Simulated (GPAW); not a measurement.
The system is Sn.

```
CELL_PARAMETERS angstrom
0.00000 3.23334 3.23334
3.23334 0.00000 3.23334
3.23334 3.23334 0.00000
ATOMIC_POSITIONS crystal
Sn 0.75000 0.75000 0.75000
Sn 0.50000 0.50000 0.50000
```

This isn't the form of Sn at room conditions, which is tetragonal (white tin).

Base run:

| Quantity | Value |
| --- | --- |
| Program | GPAW 26.7.0 |
| Functional | SCAN |
| Potentials or basis | GPAW PAW data sets (gpaw-data 1.2.1) |
| Cutoff | 600 eV |
| Basis | pw |
| k mesh | 6 × 6 × 6 |
| Occupations | fermi-dirac, width 0.05 eV |
| Spin | spin-orbit coupling, no magnetisation |

Its results: pressure 1.6 GPa.

**Question.** The run is repeated on the same cell with these changes: functional from SCAN to M06-L; spin axis theta (degrees) from 54.7 to 90. What comes out?

**Answer.** Pressure 3.8 GPa.

Caveats: spin-orbit coupling was added after a scalar SCF, so levels and gaps hold it while energy, forces, pressure and moments don't; the PAW data sets were made with another functional, which shifts forces and pressure a little.
